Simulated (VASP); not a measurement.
# Ni (Fd-3m) in VASP: notebook, part 2 of 2

VASP 6.6.1. The steps go on from the part before.

## 3. Single point, RPBE

This run uses another cell than the first one, of 17.87 Å³/atom, 1.130 times its volume.

File INCAR:

```
  ALGO = Normal
  EDIFF = 1E-6
  ENCUT = 520
  GGA = RP
  ISIF = 2
  ISMEAR = -1
  LASPH = T
  LCHARG = T
  LELF = T
  LREAL = F
  LVHAR = T
  LWAVE = F
  NBANDS = 17
  NELM = 100
  PREC = Accurate
  SIGMA = 0.1
```

File KPOINTS:

```
k-points
0
Gamma
  12 12 12
```

File POSCAR:

```
Ni
1.0
    0.0000000000      2.6143254657      2.6143254657
    2.6143254657      0.0000000000      2.6143254657
    2.6143254657      2.6143254657      0.0000000000
Ni
2
Direct
    0.1250000000      0.1250000000      0.1250000000
    0.8750000000      0.8750000000      0.8750000000
```

Potentials or basis: VASP PAW PBE potentials, release 64 (Ni).

Command:

```bash
$ cat potpaw_PBE.64/Ni/POTCAR > POTCAR
$ mpirun -np 1 vasp_std > vasp.out
```

OUTCAR:

```text
EDIFF = 1E-6
   ENCUT = 520
   GGA = RP
   ISIF = 2
   ISMEAR = -1
   LASPH = T
   LREAL = F
   NELM = 100
   PREC = Accurate

 ion  position               nearest neighbor table
   1  0.125  0.125  0.125-   2 2.26   2 2.26   2 2.26   2 2.26
   2  0.875  0.875  0.875-   1 2.26   1 2.26   1 2.26   1 2.26

  LATTYP: Found a face centered cubic cell.
 ALAT       =     5.2286509314

  Lattice vectors:

 A1 = (   0.0000000000,   2.6143254657,   2.6143254657)
 A2 = (   2.6143254657,   0.0000000000,   2.6143254657)
 A3 = (   2.6143254657,   2.6143254657,   0.0000000000)

Analysis of symmetry for initial positions (statically):
=====================================================================
 Subroutine PRICEL returns:
 Original cell was already a primitive cell.

 Routine SETGRP: Setting up the symmetry group for a
 face centered cubic supercell.

 Subroutine GETGRP returns: Found 48 space group operations
 (whereof 12 operations were pure point group operations)
 out of a pool of 48 trial point group operations.

The static configuration has the point symmetry D_3d.
 The point group associated with its full space group is O_h .

Analysis of symmetry for dynamics (positions and initial velocities):
=====================================================================
 Subroutine PRICEL returns:
 Original cell was already a primitive cell.

 Routine SETGRP: Setting up the symmetry group for a
 face centered cubic supercell.

 Subroutine GETGRP returns: Found 48 space group operations
 (whereof 12 operations were pure point group operations)
 out of a pool of 48 trial point group operations.

The dynamic configuration has the point symmetry D_3d.
 The point group associated with its full space group is O_h .

 Subroutine INISYM returns: Found 48 space group operations
[... 112 lines left out ...]
   ISMEAR =    -1;   SIGMA  =   0.10  broadening in eV -4-tet -1-fermi 0-gaus
   EFERMI_NEDOS =   21; number of points for ismear=-14 and -15
   IALGO  =     38    algorithm
   IMIX   =      4    mixing-type and parameters
     AMIX     =   0.40;   BMIX     =  1.00
     AMIX_MAG =   1.60;   BMIX_MAG =  1.00
  volume/ion in A,a.u.               =      17.87       120.58
  Fermi-wavevector in a.u.,A,eV,Ry     =   1.349114  2.549455 24.764065  1.820107
  Thomas-Fermi vector in A             =   2.476727
   LORBIT       =      0    0 simple, 1 ext, 2 COOP (PROOUT), +10 PAW based schemes
   GGA     = RP    functional components
   LHFCALC =     F    Hartree Fock is set to
   AEXX    =    0.0000 exact exchange contribution
   IVDW    =     0    specifies the selected vdW correction
   LEPSILON=     F    determine dielectric tensor
   LRPA    =     F    only Hartree local field effects (RPA)
 non-spin polarized calculation
  energy-cutoff  :      520.00
  volume of cell :       35.74
 maximum number of plane-waves:       982
   NGX = 13   NGY = 13   NGZ = 13

 number of electron      20.0000011 magnetization

 Free energy of the ion-electron system (eV)
  ---------------------------------------------------
  ext. energy  EPLUGINS =         0.00000000
  ---------------------------------------------------
  free energy    TOTEN  =        -7.55630155 eV

  energy without entropy =       -7.33228142  energy(sigma->0) =       -7.44429149

 E-fermi :   3.9734     XC(G=0): -10.1351

 val. band max:        3.9733363695   @ k =  -0.3333   0.3333   0.0833
 cond. band min:       3.9736599914   @ k =  -0.3333   0.4167   0.1667
 fundamental gap:      0.0003236219
 Fermi energy:         3.9734263604

 k-point     1 :       0.0000    0.0000    0.0000
  band No.  band energies     occupation
      1      -1.9948      2.00000
      2       1.6729      2.00000
      3       1.6729      2.00000
      4       1.6951      2.00000
      5       1.6951      2.00000
      6       1.6951      2.00000
[... 457 lines left out ...]
      4       1.7118      2.00000
      5       1.9393      2.00000
      6       2.1006      2.00000
[... 9 lines left out ...]
     16      17.8237      0.00000
     17      18.4991      0.00000

 [... further k-points ...]

------------------------ aborting loop because EDIFF is reached ----------------------------------------

  FORCE on cell =-STRESS in cart. coord.  units (eV):
  Direction    XX          YY          ZZ          XY          YZ          ZX
  --------------------------------------------------------------------------------------
  -------------------------------------------------------------------------------------
  Total       -0.6079242     -0.6079242     -0.6079242      0.0000000      0.0000000      0.0000000
  in kB      -27.2553075    -27.2553075    -27.2553075      0.0000000      0.0000000      0.0000000
  external PRESSURE =     -27.2553075 kB  Pullay stress =       0.0000000 kB

 VOLUME and BASIS-vectors are now :
 -----------------------------------------------------------------------------
  energy-cutoff  :      520.00
  volume of cell :       35.74
      direct lattice vectors                 reciprocal lattice vectors
     0.000000000  2.614325466  2.614325466    -0.191253922  0.191253922  0.191253922
     2.614325466  0.000000000  2.614325466     0.191253922 -0.191253922  0.191253922
     2.614325466  2.614325466  0.000000000     0.191253922  0.191253922 -0.191253922

 POSITION                                       TOTAL-FORCE (eV/Angst)
 -----------------------------------------------------------------------------------
      0.65358      0.65358      0.65358         0.000000      0.000000      0.000000
      4.57507      4.57507      4.57507        -0.000000     -0.000000     -0.000000
 -----------------------------------------------------------------------------------
    total drift:                                0.000000      0.000000     -0.000000

  FREE ENERGIE OF THE ION-ELECTRON SYSTEM (eV)
  ---------------------------------------------------
  free  energy   TOTEN  =        -7.5563015544 eV

  energy  without entropy=       -7.3322814223  energy(sigma->0) =       -7.44429149
```

stdout:

```text
POSCAR found type information on POSCAR Ni
 POSCAR found :  1 types and       2 ions
 scaLAPACK will be used
 -----------------------------------------------------------------------------
|                                                                             |
|                                                                             |
|     You enforced a specific xc type in the INCAR file but a different       |
|     I HOPE YOU KNOW WHAT YOU ARE DOING!                                     |
|                                                                             |
 -----------------------------------------------------------------------------

 LDA part: xc-table for (Slater+PW92), standard interpolation
 POSCAR, INCAR and KPOINTS ok, starting setup
 FFT: planning ... GRIDC
 FFT: planning ... GRID_SOFT
 FFT: planning ... GRID
 WAVECAR not read
 entering main loop
```

Wall time 21 s (1 thread of Intel Xeon Platinum 8488C (Sapphire Rapids), shared host); peak memory 0.17 GiB.

Results:

```
Free energy            : -7.5563 eV
Pressure               : -2.7 GPa
Band gap on the k mesh : none (metal or under the smearing width)
```

Caveat: the PAW data sets were made with another functional, which shifts forces and pressure a little; the run has no spin polarisation, though such a crystal can be magnetic. Spin polarisation is off, so any magnetic state and its effect on volume and gap are missing.
